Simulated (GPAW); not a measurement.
## Al in GPAW: the effect of strain hydrostatic

Crystal: Al.

```
Al
1.0
     0.00000    1.94381    1.94381
     1.94381    0.00000    1.94381
     1.94381    1.94381    0.00000
Al
1
Cartesian
  0.0000 0.0000 0.0000
```

Alike in all runs:

```yaml
Program: GPAW 26.7.0
Task: single point
Functional: PBEsol
Potentials_or_basis: PAW data sets generated in the run's folder for this functional
Cutoff: 600 eV
Basis: pw
k_mesh: 11 × 11 × 11
Occupations: fermi-dirac, width 0.05 eV
Spin: no spin polarisation
Maxiter: 150
```

Question: One run gave: pressure -1.8 GPa. Which strain hydrostatic did it use?
A. -0.02
B. -0.01
C. 0.02
D. 0.01
E. 0

Answer: E.

| strain hydrostatic | pressure (GPa) |
| --- | --- |
| -0.04 | 10.3 |
| -0.02 | 3.5 |
| -0.01 | 0.7 |
| 0 | -1.8 |
| 0.01 | -3.9 |
| 0.02 | -5.7 |
| 0.04 | -8.5 |

Caveats: the density grid can change from cell to cell, which puts small steps into energies and stress.

Runs at the PBE level aren't shown here.
